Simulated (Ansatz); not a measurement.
Runs of Ansatz 0.2.0 on TiB2. Symmetry: P6/mmm, No. 191, hexagonal system. The conventional cell has a = 3.029 Å, b = 3.029 Å, c = 3.228 Å, α = 90.00°, β = 90.00°, γ = 120.00°. Around Ti (site symmetry 6/mmm) lie 12 B at 2.38 Å. B (site symmetry -6m2) has 3 B at 1.75 Å as nearest neighbours. 

| level | U | gap on the mesh (eV) | pressure (GPa) |
| --- | --- | --- | --- |
| PBEsol+U | Ti d U = 8 eV | none | 2.9 |
| PBEsol+U | Ti d U = 6 eV | none | (a) |
| PBEsol+U | Ti d U = 4 eV | none | -1.5 |
| PBEsol+U | Ti d U = 2 eV | none | -3.4 |
| PBEsol | - | none | (b) |

Alike in all rows: task density of states; potentials or basis all-electron LAPW, scalar-relativistic; no spin polarisation; cell as given; k mesh 10 × 10 × 8; cutoff (eV) 282; smearing fermi-dirac 0.05 eV; basis error allowed 0.002 eV/atom.

Estimate the missing entries.

(a) 0.6; (b) -5.1.

Caveats: U is the effective U less J, on atomic orbitals that reach past the spheres (some runs); U without spin polarisation on a metal has little footing (some runs); the U is typed as a test and isn't derived for this compound (some runs).

A gap of «none» marks a metal or a gap under the smearing width.
